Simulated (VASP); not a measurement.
# RbBr: single point with PBEsol

Crystal: RbBr.

```
Rb Br
1.0
     4.07017    0.00000    0.00000
     0.00000    4.07017    0.00000
     0.00000    0.00000    4.07017
Rb Br
1 1
Direct
  0.00000 0.00000 0.00000
  0.50000 0.50000 0.50000
```

The cell comes from a database or a generator and needn't be the stable form of this composition.

| Quantity | Value |
| --- | --- |
| Program | VASP 6.6.1 |
| Task | single point |
| Functional | PBEsol |
| Potentials or basis | VASP PAW PBE potentials, release 64 (Rb_sv, Br) |
| Cutoff | 520 eV |
| k mesh | 6 × 6 × 6 |
| Occupations | gaussian, width 0.02 eV |
| Spin | no spin polarisation |

```json
{
 "Pressure": "0.1 GPa",
 "Band gap on the k mesh": "4.04 eV, indirect (least direct gap 4.20 eV)"
}
```

Levels at points of the mesh, in eV from the valence-band top:
```
           k point  band 6  band 7  band 8  band 9  band 10  band 11
(0.00, 0.00, 0.00)   -0.16   -0.16   -0.16    4.04     5.41     5.41
(0.50, 0.00, 0.00)   -1.88   -0.26   -0.26    6.79     7.12     7.76
(0.50, 0.50, 0.00)   -1.12   -1.12    0.00    5.19     6.12     7.92
(0.50, 0.50, 0.50)   -1.47   -1.47   -1.47    8.23     8.23     8.23
```

Run time: 29 s on 1 thread of AMD EPYC 7571, on a shared host, peak memory 0.14 GiB.

Caveat: the PAW data sets were made with another functional, which shifts forces and pressure a little. A k mesh can miss the band edges.
